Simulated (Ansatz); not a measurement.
# MoS2 (1H sheet): how robust is the cRPA U?

Wanted: the sensitivity and cost of U and J for MoS2 (1H sheet).

Main program and level: Ansatz 0.2.0; constrained RPA on PBEsol, plane waves, PAW.

## Step 1: Starting point

The cell holds 3 atoms: 1 Mo and 2 S. Its edges and angles: a = 3.140 Å, b = 3.140 Å, c = 30.263 Å, α = 90.0°, β = 90.0°, γ = 120.0°. Vacuum lies along c.

The structure was relaxed with PBEsol. The structure was generated from a model, not taken from a measurement. The runs that relaxed it are not among those shown. The program's search for lower electronic states was switched off, so nothing shows that the state found is the lowest. The default PAW set here is soft_2. Its files were made with PBE. The Coulomb interaction is cut off across the vacuum.

## Step 2: Base: Mo d, bands v1 to c4, 6×6×1 mesh, medium accuracy

Constrained RPA screens the interaction with every transition except those inside the target bands, which a later many-body model would treat itself.

input.yaml

```yaml
crystal:
  lattice:
    - [-2.71969099, 1.57021433, 0.0]
    - [0.0, -3.14042865, 0.0]
    - [0.0, 0.0, 30.26341314]
  atoms:
    - { symbol: Mo, position: [0.0, 0.0, 0.3124002101] }
    - { symbol: S, position: [0.3333333333, 0.6666666667, 0.3638940654] }
    - { symbol: S, position: [0.3333333333, 0.6666666667, 0.2609063547] }
  periodic: [true, true, false]
kpoints:
  mp_grid: { grid: [12, 12, 1] }
hamiltonian:
  xc: pbesol
scf:
  occupations: { method: gaussian, width: 0.08 }
  n_extra_bands: 19
  max_iter: 150
  lower_state_search: "off"
output:
  crpa:
    kmesh: [6, 6, 1]
    target_bands: [v1, c4]
    projections: [{ species: Mo, l: d, shell: 4 }]
  local_orbitals:
    kmesh: [12, 12, 1]
    orbitals: [{ species: Mo, l: d, shell: 4 }]
    window: { bands: [v1, c4] }
    seedname: lo
```

Command:

```sh
$ ansatz run input.yaml --threads 4 --pin off --max-ram 14745MiB --backend cpu --events-out ev --progress --plain --runs-dir out
```

Numbers of over 12 decimals in the logs are rounded to 6 here.

Output:

```text
scf.n_extra_bands = 19 over 13 filled bands (N_el = 26.0): the run solves 32 bands
Engine: ansatz 0.2.0, aarch64-unknown-linux-gnu
Pseudopotentials: kind: paw
Pseudopotential: Mo, paw, valence charge 14, recommended cutoff 420 eV (normal), Mo.paw.azcp
Pseudopotential: S, paw, valence charge 6, recommended cutoff 420 eV (normal), S.paw.azcp
Functional definition: PBEsol
  exchange = pbesol_x
  correlation = pbesol_c
Crystal: 3 atoms, lattice volume = 258.480 Å³
Basis set: ecut = 420 eV, 5009 PW (Γ)
Bands: 32, of which v1, the nominal top of the filled ones, is band 13 counted from 1 (12 counted from 0)
Symmetry: 12 space group operations
Space group: P-6m2 (ITA 187), of the structure as read, at distance tolerance 6.4e-5 Å
k-points: 19 of 144 (time reversal used)
Non-local potential: Mo, projectors of the file, l = 0: 3, l = 1: 2, l = 2: 2, l = 3: 1
Non-local potential: S, projectors of the file, l = 0: 2, l = 1: 2, l = 2: 2
PAW form: soft (Blöchl's): semilocal exchange-correlation on the pseudo side does not see the compensation charge
PAW frozen core: Mo, regenerated for the run's functional, and the local potential with it (the file was generated under x = pbe(κ = 0.804, μ = 0.219515), c = pbe(β = 0.066725))
PAW frozen core: S, regenerated for the run's functional, and the local potential with it (the file was generated under x = pbe(κ = 0.804, μ = 0.219515), c = pbe(β = 0.066725))
PAW one-centre angular grid: Mo, 590 points (default); XC on 64 Gauss nodes
PAW one-centre angular grid: S, 110 points (default); XC on 64 Gauss nodes
Initial density: superposition of atomic densities (neutral atoms: chi_scale 0, normalization atom), corrected by the library's trained network
Initial wavefunctions: pseudopotential atomic-orbital guess
Functional: x = pbesol(κ = 0.804, μ = 0.123457), c = pbesol(β = 0.046)
SCF iter   1: F=—  HF=-6670.139530 eV  |F-HF|=—  |Δ(HF+E_count)|=         —  Δρ=3.33e-3  dr2=3.78e-2  ethr=1.77e-3  ⟨swp⟩=12.4  Hψ=5475  notcnv=0  defer=137
preconditioner: auto → none  [insulator: Δε(μ)=1.804 eV  Ē_g=13.804 eV  σ=0.080 eV  W_gap=1.00  n_scr=16 (ndim 8)  ℏωp=9.8 eV  f_vac=0.767  D(μ)=0.00/eV (n_scr^D=0)  ε∞_Penn≈1.5]
SCF iter   2: F=—  HF=-6670.161059 eV  |F-HF|=—  |Δ(HF+E_count)|=   2.15e-2  Δρ=4.39e-3  dr2=1.53e-1  ethr=1.45e-4  ⟨swp⟩=3.4  Hψ=1169  notcnv=0  defer=270
SCF iter   3: F=—  HF=-6670.140991 eV  |F-HF|=—  |Δ(HF+E_count)|=   2.01e-2  Δρ=1.32e-3  dr2=5.27e-3  ethr=1.45e-4  ⟨swp⟩=2.6  Hψ=576  notcnv=0  defer=270
SCF iter   4: F=—  HF=-6670.142154 eV  |F-HF|=—  |Δ(HF+E_count)|=   1.16e-3  Δρ=3.31e-4  dr2=9.53e-5  ethr=2.03e-5  ⟨swp⟩=3.2  Hψ=721  notcnv=0  defer=271
SCF iter   5: F=—  HF=-6670.142301 eV  |F-HF|=—  |Δ(HF+E_count)|=   1.48e-4  Δρ=7.70e-5  dr2=2.44e-5  ethr=3.66e-7  ⟨swp⟩=3.7  Hψ=1065  notcnv=0  defer=284
SCF iter   6: F=—  HF=-6670.142298 eV  |F-HF|=—  |Δ(HF+E_count)|=   3.00e-6  Δρ=1.34e-5  dr2=6.32e-7  ethr=9.40e-8  ⟨swp⟩=2.6  Hψ=563  notcnv=0  defer=284
SCF iter   7: F=-6670.142298 eV  HF=-6670.142298 eV  |F-HF|=1.83e-8  |Δ(HF+E_count)|=   6.07e-9  Δρ=3.59e-6  dr2=1.21e-8  ethr=3.85e-10  ⟨swp⟩=21.8  Hψ=6127  notcnv=0
SCF 1 converged in 7 iterations: F = -6670.142298 eV  dr2 = 1.21e-8
[...]
NSCF: frozen V_eff on 22 k-points
NSCF: frozen V_eff on 7 k-points
[...]
cRPA screening: q 1/36
cRPA screening: q 2/36
cRPA screening: q 8/36 (q-point 3)
cRPA screening: q 14/36 (q-point 4)
cRPA screening: q 17/36 (q-point 8)
cRPA screening: q 23/36 (q-point 9)
cRPA screening: q 35/36 (q-point 15)
SCF converged after 7 iterations
Free energy (F): -6670.142298 eV
Harris-Foulkes:  -6670.142298 eV  (|F-HF|=1.83e-8)
Internal energy: -6670.142298 eV  (E = F + TS)
E sigma→0 (E₀):  -6670.142298 eV
Fermi energy:    -5.065014 eV
--- Per-component energies (eV) ---
  E_band       = -576.731679
  E_kinetic    = 656.645353
  E_local      = -45767.173991  (includes V_loc(G=0)·N_el)
  E_nonlocal   = 201.397700
  E_hartree    = 22445.836814
  E_xc         = -375.680464
  E_vxc        = -404.538198  (∫ρ·V_xc dr)
  E_paw        = -4311.919941  (= ΣΔE_a)
  E_vpaw       = -154.739679  (= ΣTr[D̂ρ^β])
  E_aug_tail   = 0.000032  (compensation charges beyond the density's cutoff)
  E_ewald      = 20480.419000
  E_core_change = 0.333198  (= ΣΔE_core)
  E_smearing   = -0.000000  (= −TS)
  E_closure    = 0.000000  (closes the sum)
  Σ components = -6670.142298   (vs F -6670.142298, Δ=0.00e0)
--- Band table (eV; the first three rows and the last of 19) ---
  k-point 0: bands = [... 9 lower, -7.8160, -7.4267, -7.4267, -6.0405, -3.0711, -3.0711, -2.7944, -2.7944, ... 15 higher]
  k-point 1: bands = [... 9 lower, -8.2928, -7.5996, -7.1148, -6.0834, -3.2185, -3.1065, -2.9199, -2.8814, ... 15 higher]
  k-point 2: bands = [... 9 lower, -8.1507, -8.0050, -7.0301, -6.3009, -3.6038, -3.2852, -3.2088, -2.4502, ... 15 higher]
  k-point 18: bands = [... 9 lower, -9.5307, -8.9139, -8.1439, -5.9683, -4.1617, -2.9125, -2.2530, -0.8385, ... 15 higher]
  ° read free of the cell's end (the report's vacuum.weakly_bound_levels)
  °? not known for the slab's own: over its row's bound_up_to_ev there, or no deeper under its free states than its continued_xc_part_ev in size
--- cRPA (band scheme, projected local orbitals): target bands 13..17 (1-based), 5 Wannier function(s), 6×6×1 mesh, 34 bands' worth read of 39 solved, ecut_chi 136.0 eV, v(q+G=0) probe_charge, pair densities all_electron ---
  χ-basis size per q: N_G = 855..969
  window electrons = 2.0000, filled by tetrahedron_uncorrected; constrained ε̄⁻¹(q = 0, 0) head = 0.591154; min gauge Gram eig = 0.3038
  Kanamori averages over each shell's own Wannier functions (sites counted from 0, functions from 1):
    Site 0, 4D, 5 of 5 d orbitals (Wannier functions 1, 2, 3, 4, 5; wannier90's mr 1, 2, 3, 4, 5):
      screened: U = 2.4547 eV, U' = 2.0825 eV, J = 0.1816 eV
      screened d-shell averages: U_bar = F0 = 2.1569 eV, J_bar = 0.2560 eV
      screened, to within: U = 4.4e-3 eV, U' = 4.4e-3 eV, J = 2.7e-4 eV
      screened d-shell averages, to within: U_bar = 3.9e-3 eV, J_bar = 3.9e-4 eV
      bare: V = 8.8318 eV, V' = 8.2341 eV, J = 0.2815 eV
      bare d-shell averages: V_bar = F0 = 8.3536 eV, J_bar = 0.4010 eV
  Hermiticity witness max|P − P†| over intra, direct and exchange elements: 7.11e-15 eV (screened), 8.88e-16 eV (bare)
  Reality witness max|Im| over intra, direct and exchange elements: 2.67e-10 eV (screened), 5.00e-12 eV (bare)
```

Wall time 2 min (4 threads of Arm Neoverse V1, shared host); peak memory 1.6 GiB.

This step gave:

```yaml
u: 2.455 eV
u_prime_inter_orbital: 2.082 eV
j: 0.1816 eV
bare_v: 8.832 eV
bare_j: 0.2815 eV
stated_bound_on_u: 0.004302 eV
u_over_bare_v: 0.2779
electrons_in_the_window: 2
head_of_the_constrained_inverse_dielectric_matrix: 0.5912
least_eigenvalue_of_the_projection_s_overlap: 0.3038
target_functions: 5
bands_in_the_sums: 34
r_m_s_miss_of_the_model_bands: 0.006259 eV
width_of_the_target_bands: 6.156 eV
weight_of_the_projected_orbitals_in_the_window: 0.5525
```

On the Mo d shell, screening brings the on-site interaction from 8.8 eV down to U = 2.45 eV.

## Step 3: Changed: 9×9×1 mesh

input.yaml: that of step 2 with these lines changed.

```diff
@@ -21,9 +21,4 @@
   crpa:
-    kmesh: [6, 6, 1]
+    kmesh: [9, 9, 1]
     target_bands: [v1, c4]
     projections: [{ species: Mo, l: d, shell: 4 }]
-  local_orbitals:
-    kmesh: [12, 12, 1]
-    orbitals: [{ species: Mo, l: d, shell: 4 }]
-    window: { bands: [v1, c4] }
-    seedname: lo
```

Output:

```text
[...]
Crystal: 3 atoms, lattice volume = 258.480 Å³
Basis set: ecut = 420 eV, 5009 PW (Γ)
Bands: 32, of which v1, the nominal top of the filled ones, is band 13 counted from 1 (12 counted from 0)
Symmetry: 12 space group operations
[...]
k-points: 19 of 144 (time reversal used)
[...]
SCF iter   1: F=—  HF=-6670.139530 eV  |F-HF|=—  |Δ(HF+E_count)|=         —  Δρ=3.33e-3  dr2=3.78e-2  ethr=1.77e-3  ⟨swp⟩=12.4  Hψ=5475  notcnv=0  defer=137
[...]
SCF iter   7: F=-6670.142298 eV  HF=-6670.142298 eV  |F-HF|=1.83e-8  |Δ(HF+E_count)|=   6.07e-9  Δρ=3.59e-6  dr2=1.21e-8  ethr=3.85e-10  ⟨swp⟩=21.8  Hψ=6127  notcnv=0
SCF 1 converged in 7 iterations: F = -6670.142298 eV  dr2 = 1.21e-8
[...]
NSCF: frozen V_eff on 12 k-points
[...]
cRPA screening: q 1/81
cRPA screening: q 2/81
cRPA screening: q 8/81 (q-point 3)
cRPA screening: q 14/81 (q-point 4)
[...]
Fermi energy:    -5.065014 eV
[...]
--- Band table (eV; the first three rows and the last of 19) ---
  k-point 0: bands = [... 9 lower, -7.8160, -7.4267, -7.4267, -6.0405, -3.0711, -3.0711, -2.7944, -2.7944, ... 15 higher]
  k-point 1: bands = [... 9 lower, -8.2928, -7.5996, -7.1148, -6.0834, -3.2185, -3.1065, -2.9199, -2.8814, ... 15 higher]
  k-point 2: bands = [... 9 lower, -8.1507, -8.0050, -7.0301, -6.3009, -3.6038, -3.2852, -3.2088, -2.4502, ... 15 higher]
  k-point 18: bands = [... 9 lower, -9.5307, -8.9139, -8.1439, -5.9683, -4.1617, -2.9125, -2.2530, -0.8385, ... 15 higher]
  ° read free of the cell's end (the report's vacuum.weakly_bound_levels)
[...]
χ-basis size per q: N_G = 855..969
[...]
screened: U = 2.4345 eV, U' = 2.0654 eV, J = 0.1800 eV
      screened d-shell averages: U_bar = F0 = 2.1392 eV, J_bar = 0.2539 eV
      screened, to within: U = 4.3e-3 eV, U' = 4.3e-3 eV, J = 2.6e-4 eV
      screened d-shell averages, to within: U_bar = 3.8e-3 eV, J_bar = 3.8e-4 eV
      bare: V = 8.7466 eV, V' = 8.1544 eV, J = 0.2790 eV
      bare d-shell averages: V_bar = F0 = 8.2729 eV, J_bar = 0.3975 eV
[...]
[key lines of the parts left out:]
SCF converged after 7 iterations
Free energy (F): -6670.142298 eV
```

Elapsed: 6.2 min, on 4 threads; peak memory 1.8 GiB; 24 min of CPU time.

This step gave:

- U: 2.435 eV
- U prime (inter-orbital): 2.065 eV
- J: 0.1800 eV
- bare V: 8.747 eV
- bare J: 0.2790 eV
- stated bound on U: 0.004220 eV
- U over bare V: 0.2783
- electrons in the window: 2
- head of the constrained inverse dielectric matrix: 0.6073
- least eigenvalue of the projection's overlap: 0.3038
- target functions: 5
- bands in the sums: 34
- width of the target bands: 6.156 eV
- weight of the projected orbitals in the window: 0.5525

On the Mo d shell, screening brings the on-site interaction from 8.7 eV down to U = 2.43 eV.

## Step 4: Changed: 3×3×1 mesh

input.yaml: that of step 3 with these lines changed.

```diff
@@ -21,3 +21,3 @@
   crpa:
-    kmesh: [9, 9, 1]
+    kmesh: [3, 3, 1]
     target_bands: [v1, c4]
```

Output:

```text
[...]
Crystal: 3 atoms, lattice volume = 258.480 Å³
Basis set: ecut = 420 eV, 5009 PW (Γ)
Bands: 32, of which v1, the nominal top of the filled ones, is band 13 counted from 1 (12 counted from 0)
Symmetry: 12 space group operations
[...]
k-points: 19 of 144 (time reversal used)
[...]
χ-basis size per q: N_G = 855..969
[...]
screened: U = 2.6161 eV, U' = 2.2415 eV, J = 0.1827 eV
      screened d-shell averages: U_bar = F0 = 2.3164 eV, J_bar = 0.2576 eV
      screened, to within: U = 5.0e-3 eV, U' = 5.0e-3 eV, J = 3.1e-4 eV
      screened d-shell averages, to within: U_bar = 4.4e-3 eV, J_bar = 4.6e-4 eV
      bare: V = 9.1616 eV, V' = 8.5553 eV, J = 0.2869 eV
      bare d-shell averages: V_bar = F0 = 8.6765 eV, J_bar = 0.4082 eV
[...]
[key lines of the parts left out:]
SCF converged after 7 iterations
Free energy (F): -6670.142298 eV
Fermi energy:    -5.065014 eV
```

It took 30 s on 4 threads; peak memory 1.5 GiB.

Numbers from this step:

- U: 2.616 eV
- U prime (inter-orbital): 2.241 eV
- J: 0.1827 eV
- bare V: 9.162 eV
- bare J: 0.2869 eV
- stated bound on U: 0.004918 eV
- U over bare V: 0.2855
- electrons in the window: 2
- head of the constrained inverse dielectric matrix: 0.5843
- least eigenvalue of the projection's overlap: 0.3038
- target functions: 5
- bands in the sums: 34
- width of the target bands: 6.156 eV
- weight of the projected orbitals in the window: 0.5525

On the Mo d shell, screening brings the on-site interaction from 9.2 eV down to U = 2.62 eV.

## Step 5: Changed: smooth pair densities

input.yaml: that of step 4 with these lines changed.

```diff
@@ -21,4 +21,5 @@
   crpa:
-    kmesh: [3, 3, 1]
+    kmesh: [6, 6, 1]
     target_bands: [v1, c4]
     projections: [{ species: Mo, l: d, shell: 4 }]
+    pair_densities: pseudo
```

Output:

```text
[...]
Crystal: 3 atoms, lattice volume = 258.480 Å³
Basis set: ecut = 420 eV, 5009 PW (Γ)
Bands: 32, of which v1, the nominal top of the filled ones, is band 13 counted from 1 (12 counted from 0)
Symmetry: 12 space group operations
[...]
k-points: 19 of 144 (time reversal used)
[...]
screened d-shell averages: U_bar = F0 = 2.1584 eV, J_bar = 0.2594 eV
      screened, to within: U = 2.6e-3 eV, U' = 2.6e-3 eV, J = 1.1e-4 eV
      screened d-shell averages, to within: U_bar = 2.4e-3 eV, J_bar = 1.6e-4 eV
      screened, sum over states alone: U = 2.6012 eV, U' = 2.1512 eV, J = 0.2209 eV
      screened d-shell averages, sum over states alone: U_bar = F0 = 2.2412 eV, J_bar = 0.3109 eV
      bare: V = 8.8318 eV, V' = 8.2341 eV, J = 0.2815 eV
      bare d-shell averages: V_bar = F0 = 8.3536 eV, J_bar = 0.4010 eV
[...]
[key lines of the parts left out:]
SCF converged after 7 iterations
Free energy (F): -6670.142298 eV
Fermi energy:    -5.065014 eV
```

Elapsed: 1.7 min, on 4 threads; peak memory 1.6 GiB; 6.6 min of CPU time.

Numbers from this step:

```yaml
u: 2.460 eV
u_prime_inter_orbital: 2.083 eV
j: 0.1840 eV
bare_v: 8.832 eV
bare_j: 0.2815 eV
stated_bound_on_u: 0.002545 eV
u_over_bare_v: 0.2786
electrons_in_the_window: 2
head_of_the_constrained_inverse_dielectric_matrix: 0.5913
least_eigenvalue_of_the_projection_s_overlap: 0.3038
target_functions: 5
bands_in_the_sums: 34
width_of_the_target_bands: 6.156 eV
weight_of_the_projected_orbitals_in_the_window: 0.5525
```

On the Mo d shell, screening brings the on-site interaction from 8.8 eV down to U = 2.46 eV.

## Step 6: Changed: accuracy low

input.yaml: that of step 5 with these lines changed.

```diff
@@ -24,2 +24,2 @@
     projections: [{ species: Mo, l: d, shell: 4 }]
-    pair_densities: pseudo
+    accuracy: low
```

Output:

```text
[...]
Crystal: 3 atoms, lattice volume = 258.480 Å³
Basis set: ecut = 420 eV, 5009 PW (Γ)
Bands: 32, of which v1, the nominal top of the filled ones, is band 13 counted from 1 (12 counted from 0)
Symmetry: 12 space group operations
[...]
k-points: 19 of 144 (time reversal used)
[...]
χ-basis size per q: N_G = 855..969
[...]
screened: U = 2.4498 eV, U' = 2.0787 eV, J = 0.1811 eV
      screened d-shell averages: U_bar = F0 = 2.1530 eV, J_bar = 0.2553 eV
      screened, to within: U = 5.5e-2 eV, U' = 5.5e-2 eV, J = 3.4e-3 eV
      screened d-shell averages, to within: U_bar = 4.9e-2 eV, J_bar = 5.1e-3 eV
      bare: V = 8.8318 eV, V' = 8.2341 eV, J = 0.2815 eV
      bare d-shell averages: V_bar = F0 = 8.3536 eV, J_bar = 0.4010 eV
[...]
[key lines of the parts left out:]
SCF converged after 7 iterations
Free energy (F): -6670.142298 eV
Fermi energy:    -5.065014 eV
```

The job ended after 64 s (4 threads; peak memory 1.6 GiB; 4.1 min of CPU time).

Numbers from this step:

```
U                                                 : 2.450 eV
U prime (inter-orbital)                           : 2.079 eV
J                                                 : 0.1811 eV
bare V                                            : 8.832 eV
bare J                                            : 0.2815 eV
stated bound on U                                 : 0.05481 eV
U over bare V                                     : 0.2774
electrons in the window                           : 2
head of the constrained inverse dielectric matrix : 0.5911
least eigenvalue of the projection's overlap      : 0.3038
target functions                                  : 5
bands in the sums                                 : 34
width of the target bands                         : 6.156 eV
weight of the projected orbitals in the window    : 0.5525
```

On the Mo d shell, screening brings the on-site interaction from 8.8 eV down to U = 2.45 eV.

## Step 7: Changed: sums without a band count

input.yaml: that of step 6 with these lines changed.

```diff
@@ -24,2 +24,2 @@
     projections: [{ species: Mo, l: d, shell: 4 }]
-    accuracy: low
+    accuracy: sum_over_states
```

Output:

```text
Error: 2 input errors — fix all and re-run
  1. invalid value for `output.crpa.n_empty_bands`: is left out, and the sums over bands alone (accuracy: sum_over_states under output.crpa) have no default for it, since their result follows it; type one, or take accuracy: low, medium or high under output.crpa
  2. invalid value for `output.crpa.ecut_chi`: is left out, and the sums over bands alone (accuracy: sum_over_states under output.crpa) have no default for it, since their result follows it; type one, or take accuracy: low, medium or high under output.crpa
```

Elapsed: 0.11 s, on 4 threads; peak memory 0.083 GiB.

The program refused the input before any cycle.

The program's message: “Error: 2 input errors — fix all and re-run”

The fault put into this input: sums without a band count.

[end of part 1 of 2]

[Paths, hosts, dates, memory and timing lines, banners, echoed tables and standing remarks are left out of the program output.]

[Logs are printed without paths, hosts, clocks, repeated set-up lines and the standing remarks that a program may print on its own settings, such as how far it seeks lower states.]

[Runs of the session that timed out or met a known fault of the program may be left out.]

[Hosts, paths, dates, database ids (printed as entryN), source tags and the programs' standing remarks are cut or masked in the printed files.]
